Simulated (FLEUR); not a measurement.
P:

```
P
1.0
     1.64774   -5.46504    0.00000
     1.64774    5.46504    0.00000
     0.00000    0.00000    4.54364
P
4
Cartesian
  1.6477 -4.4173 2.6754
  1.6477 4.4173 1.8683
  1.6477 -1.0477 0.4035
  1.6477 1.0477 4.1401
```

Base run:

```yaml
Program: FLEUR MaX-R8.1 (patched build s14)
Functional: PBE
Potentials_or_basis: all-electron
Basis: FLAPW
Kmax: 4.15 1/bohr
k_mesh: 8 × 8 × 6
Occupations: fermi-dirac, width 0.05 eV
Spin: no spin polarisation
```

Its results: band gap on the k mesh 0.10 eV, direct.

**Question.** The run is repeated on the same cell with these changes: functional from PBE to LDA. What comes out?

**Answer.** Band gap on the k mesh 0.02 eV, direct.
